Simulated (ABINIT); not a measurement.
The system is MoS2.

```
Mo S
1.0
     1.58550    0.91539    6.11500
    -1.58550    0.91539    6.11500
     0.00000   -1.83078    6.11500
Mo S
1 2
Direct
  0.00000 0.00000 0.00000
  0.25000 0.25000 0.25000
  0.75000 0.75000 0.75000
```

Measurements of this composition are mostly on another form, of space group No. 194.

- Program: ABINIT 10.8.3 (patched build)
- Task: relaxation of cell and atoms
- Functional: PBEsol
- Potentials or basis: JTH PAW PBE v2.0
- Cutoff: 544 eV
- k mesh: 8 × 8 × 8
- Occupations: fermi-dirac, width 0.05 eV
- Spin: no spin polarisation

At the start: pressure 3.2 GPa; volume 17.75 Å³/atom.

Q: How do energy, volume and symmetry change on relaxing?

A: Over 16 steps the energy falls by 15.9 meV/atom and the volume is 17.12 Å³/atom (-3.5 %); space group R-3m (No. 166, to 0.05 Å).

Step by step:
| step | energy change (eV) | largest force (eV/Å) | pressure (GPa) | volume (Å³) |
| --- | --- | --- | --- | --- |
| 1 | 0.0000 | 0.7741 | 3.23 | 53.25 |
| 2 | 0.0747 | 1.2015 | -9.55 | 53.78 |
| 3 | -0.0221 | 0.4752 | 1.32 | 53.30 |
| 4 | -0.0284 | 0.3473 | 0.50 | 53.33 |
| 5 | -0.0363 | 0.0199 | -1.57 | 53.34 |
| 6 | -0.0369 | 0.0046 | -1.69 | 53.29 |
| 7 | -0.0419 | 0.1217 | -1.93 | 52.73 |
| 8 | -0.0455 | 0.1324 | -1.40 | 52.09 |
| 9 | -0.0477 | 0.0001 | -0.04 | 51.55 |
| 10 | -0.0477 | 0.0032 | -0.02 | 51.55 |
| 11 | -0.0477 | 0.0128 | 0.05 | 51.53 |
| 12 | -0.0477 | 0.0194 | 0.10 | 51.49 |
| 13 | -0.0478 | 0.0210 | 0.14 | 51.41 |
| 14 | -0.0478 | 0.0126 | -0.01 | 51.45 |
| 15 | -0.0478 | 0.0082 | 0.07 | 51.37 |
| 16 | -0.0478 | 0.0033 | -0.01 | 51.37 |

Final structure:
```
Mo S
1.0
     1.56298    0.90239    6.06999
    -1.56298    0.90239    6.06999
     0.00000   -1.80477    6.06999
Mo S
1 2
Direct
  0.00000 0.00000 0.00000
  0.24547 0.24547 0.24547
  0.75453 0.75453 0.75453
```

Caveat: the PAW data sets were made with another functional, which shifts forces and pressure a little.
